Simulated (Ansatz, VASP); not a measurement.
# Cs in VASP and in Ansatz

Contents of INCAR:

```
SYSTEM = Cs
PREC     = Accurate       ! precision mode
ENCUT    = 520            ! plane-wave cutoff, eV
EDIFF    = 1E-7           ! SCF threshold, eV
ISMEAR   = -1             ! smearing method
SIGMA    = 0.05           ! smearing width, eV
LREAL    = .False.        ! projectors in reciprocal space
LASPH    = .True.         ! aspherical terms in the spheres
NELM     = 80             ! most SCF steps
ALGO     = Normal         ! electronic algorithm
ISIF     = 2              ! what is computed and relaxed
LWAVE    = .False.        ! write WAVECAR
LCHARG   = .False.        ! write CHGCAR
GGA      = PE             ! functional
NBANDS   = 10             ! bands
```

KPOINTS

```
Automatic mesh
0
Gamma
  6 6 6
  0 0 0
```

POSCAR

```
Cs
1.0
   -3.1074680189      3.1074680189      3.1074680189
    3.1074680189     -3.1074680189      3.1074680189
    3.1074680189      3.1074680189     -3.1074680189
Cs
1
Direct
    0.0000000000      0.0000000000      0.0000000000
```

File input.yaml:

```yaml
crystal:
  lattice:
    - [-3.1074680189, 3.1074680189, 3.1074680189]
    - [3.1074680189, -3.1074680189, 3.1074680189]
    - [3.1074680189, 3.1074680189, -3.1074680189]
  atoms:
    - { symbol: Cs, position: [0.0, 0.0, 0.0] }
hamiltonian:
  xc: pbe
  pseudopotentials: { kind: paw }
kpoints:
  mp_grid: { grid: [6, 6, 6] }
scf:
  occupations: { method: fermi_dirac, width: 0.05 }
output:
  forces: true
  stress: true
  eigenvalues: true
```

Change from the starting cell: volume scaled by 0.98.

Alike in both runs: task single point; functional PBE; k mesh 6 × 6 × 6; occupations fermi-dirac, width 0.05 eV; no spin polarisation.

|  | VASP | Ansatz |
| --- | --- | --- |
| version | VASP 6.6.1 | Ansatz 0.2.0 |
| potentials or method | VASP PAW PBE potentials, release 64 (Cs_sv) | Ansatz PAW |
| plane-wave cutoff (eV) | 520 | 420 |
| valence electrons in the cell | 9 | 9 |

```tsv
	VASP	Ansatz	Ansatz less VASP
gap on the k mesh at the Fermi level (eV)	none	none	-
pressure (GPa)	0.0	0.0	+0.01
```

A gap of «none» marks a metal or a gap that the smearing closes.

Spin-orbit coupling is left out, which matters for the levels of Cs.
